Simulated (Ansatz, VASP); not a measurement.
# Cu: VASP beside Ansatz

File INCAR:

```
SYSTEM = Cu
  PREC = Accurate
  ENCUT = 520
  EDIFF = 1E-6
  ISMEAR = 0
  SIGMA = 0.1
  LREAL = .FALSE.
  LASPH = .TRUE.
  NELM = 100
  ALGO = Normal
  ISIF = 2
  LWAVE = .FALSE.
  LCHARG = .FALSE.
  GGA = CA
  NBANDS = 18
```

KPOINTS

```
regular mesh
0
G
  8 8 8
  0 0 0
```

File POSCAR:

```
Cu
1.0
    1.2184636900     -3.9763780104      0.0000000000
    1.2184636900      3.9763780104      0.0000000000
    0.0000000000      0.0000000000      2.4754955235
Cu
2
Direct
    0.1338666500      0.8661333500      0.2500000000
    0.8661333500      0.1338666500      0.7500000000
```

Input for Ansatz:

```yaml
crystal:
  lattice:
    - [1.21846369, -3.9763780104, 0.0]
    - [1.21846369, 3.9763780104, 0.0]
    - [0.0, 0.0, 2.4754955235]
  atoms:
    - { symbol: Cu, position: [0.13386665, 0.86613335, 0.25] }
    - { symbol: Cu, position: [0.86613335, 0.13386665, 0.75] }
basis:
  ecutwfc: 420
kpoints:
  mp_grid: { grid: [8, 8, 8] }
hamiltonian:
  xc: lda
scf:
  occupations: { method: gaussian, width: 0.1 }
output:
  forces: true
  stress: true
  eigenvalues: true
```

This isn't the form of Cu at room conditions, which is fcc.

Alike in both runs: task single point; functional LDA; k mesh 8 × 8 × 8; occupations gaussian, width 0.1 eV; no spin polarisation.

|  | VASP | Ansatz |
| --- | --- | --- |
| version | VASP 6.6.1 | Ansatz 0.2.0 |
| potentials or method | VASP PAW LDA potentials, release 64 (Cu) | scalar-relativistic, plane waves, PAW |
| plane-wave cutoff (eV) | 520 | 420 |
| valence electrons in the cell | 22 | 38 |

|  | VASP | Ansatz | Ansatz less VASP |
| --- | --- | --- | --- |
| gap on the k mesh at the Fermi level (eV) | none | none | - |
| pressure (GPa) | -6.8 | -7.6 | -0.87 |
| largest component of the traceless stress (GPa) | 1.27 | 1.40 | +0.126 |
| rms of the force components (eV/Å) | 0.026 | 0.029 | +0.0032 |

Atom by atom the forces differ by 0.003 eV/Å (rms over components). A gap of «none» marks a metal or a gap that the smearing closes. The two sets of potentials don't hold the same shells in valence.
